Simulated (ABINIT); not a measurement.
A run of ABINIT 10.8.3 (patched build) is set up as follows.

File run.abi:

```
# Datasets: ground state, then fixed potential
ndtset 2

# Pseudopotentials
pp_dirpath "./"
pseudos "Mo.LDA_PW-JTH.xml, S.LDA_PW-JTH.xml"

# Structure
acell 3*1.0 Angstrom
rprim
     3.1690000000     0.0000000000     0.0000000000
    -1.5845000000     2.7444345046     0.0000000000
     0.0000000000     0.0000000000    12.3240000000
ntypat 2
znucl 42 16
natom 6
typat 1 1 2 2 2 2
xred
     0.6666666667     0.3333333333     0.7500000000
     0.3333333333     0.6666666667     0.2500000000
     0.6666666667     0.3333333333     0.3770000000
     0.3333333333     0.6666666667     0.8770000000
     0.6666666667     0.3333333333     0.1230000000
     0.3333333333     0.6666666667     0.6230000000

# Plane-wave basis
ecut 24.0
pawecutdg 46.0

# Exchange and correlation
ixc -208012
usekden 1
pawxcdev 0

# Bands and occupations
occopt 3
tsmear 0.05 eV

# SCF cycle
nstep 100
diemix 0.3
optforces 0
optstress 0

# Output
iomode 3
prtwf 0
prteig 0
prtebands 0
enunit 1
prtden1 1
prtkden1 1
prtvha1 1
prtvclmb1 1
prtpot1 1

# Dataset 1
kptopt1 1
ngkpt1 8 8 3
nshiftk1 1
shiftk1 0.0 0.0 0.0
nband1 32
tolvrs1 1.0e-7

# Dataset 2: bands along G-M-K-G-A-L-H-A
iscf2 -2
getden2 1
getkden2 1
nband2 38
nbdbuf2 4
tolwfr2 1.0e-11
kptopt2 -7
ndivsm2 5
prteig2 1
prtvol2 -3
kptbounds2
     0.0000000000     0.0000000000     0.0000000000
     0.5000000000     0.0000000000     0.0000000000
     0.3333333333     0.3333333333     0.0000000000
     0.0000000000     0.0000000000     0.0000000000
     0.0000000000     0.0000000000     0.5000000000
     0.5000000000     0.0000000000     0.5000000000
     0.3333333333     0.3333333333     0.5000000000
     0.0000000000     0.0000000000     0.5000000000
```

Potentials or basis: JTH PAW LDA v2.0.

The run is started by

```console
$ mpirun --bind-to none -np 4 abinit run.abi > log 2>&1
```

Task: Estimate the band gap on the k mesh.

Result: 1.22 eV, indirect (least direct gap 1.95 eV).

Task: Predict the band gap along the path.

Result: 1.12 eV, indirect (least direct gap 1.68 eV).

Levels at the corners of the path, in eV from the valence-band top:
```tsv
point	band 23	band 24	band 25	band 26	band 27	band 28	band 29	band 30
Γ	-2.16	-1.21	-1.02	0.00	2.29	2.29	2.32	2.32
M	-1.69	-1.50	-1.20	-1.12	1.70	1.75	2.17	2.40
K	-2.73	-2.73	-0.60	-0.48	1.20	1.20	2.16	2.94
Γ	-2.16	-1.21	-1.02	0.00	2.29	2.29	2.32	2.32
A	-2.18	-2.18	-0.25	-0.25	2.29	2.29	2.29	2.29
L	-1.60	-1.60	-1.15	-1.15	1.72	1.72	2.29	2.29
H	-2.91	-2.91	-0.55	-0.55	1.20	1.20	2.56	2.56
A	-2.18	-2.18	-0.25	-0.25	2.29	2.29	2.29	2.29
```

Caveat: the constant c of TB-mBJ comes from the pseudo density here, which moves gaps by up to 0.3 eV between sets of potentials; the mesh misses the band edges, which the band path finds closer together.

**What was measured.**

“Multiwavelength excitation Raman Scattering Analysis of bulk and 2 dimensional MoS2: Vibrational properties of atomically thin MoS2 layers”, 2015, arxiv:1506.03228 reports, for a bulk crystal of MoS2 at 300 K: band gap 1.3 eV (indirect).

A measured gap of MoS2 is 1.3 eV (indirect; 300 K; “Multiwavelength excitation Raman Scattering Analysis of bulk and 2 dimensional MoS2: Vibrational properties of atomically thin MoS2 layers”, 2015, arxiv:1506.03228); the calculated 1.12 eV misses it by -0.18 eV. Spin-orbit coupling on Mo is left out. The value is that of TB-mBJ, without temperature or zero-point motion.
